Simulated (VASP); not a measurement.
Input of a VASP 6.6.1 run:

The input INCAR:

```
PREC = Accurate
ENCUT = 600
EDIFF = 1E-6
ISMEAR = 0
SIGMA = 0.03
LREAL = False
LASPH = True
NELM = 80
ALGO = Normal
ISIF = 3
LWAVE = False
LCHARG = False
METAGGA = R2SCAN
LMIXTAU = True
IBRION = 2
NSW = 90
EDIFFG = -0.01
```

The input KPOINTS:

```
regular mesh
0
Gamma
  12 12 12
```

POSCAR

```
SiC
1.0
    0.0000000000      2.1192710500      2.1192710500
    2.1192710500      0.0000000000      2.1192710500
    2.1192710500      2.1192710500      0.0000000000
Si C
1 1
Direct
    0.0000000000      0.0000000000      0.0000000000
    0.5000000000      0.5000000000      0.5000000000
```

Potentials or basis: VASP PAW PBE potentials, release 64 (Si, C).

Command:

```bash
$ cat potpaw_PBE.64/Si/POTCAR potpaw_PBE.64/C/POTCAR > POTCAR
$ mpirun -np 1 vasp_std > vasp.out
```

Q: What does it give for the relaxed volume?

A: 8.15 Å³/atom.

Q: What does it give for the relaxed cell?

A: a = 2.846 Å, b = 2.846 Å, c = 2.846 Å, α = 60.00°, β = 60.00°, γ = 60.00°.

Q: What does it give for the band gap on the k mesh?

A: None (metal or under the smearing width).

Q: Predict the space group after relaxing (to 0.05 Å).

A: Fm-3m (No. 225).

Final structure:
```
Si C
1.0
     0.00000    2.01225    2.01225
     2.01225    0.00000    2.01225
     2.01225    2.01225    0.00000
Si C
1 1
Direct
  0.00000 0.00000 0.00000
  0.50000 0.50000 0.50000
```

Caveat: the PAW data sets were made with another functional, which shifts forces and pressure a little.
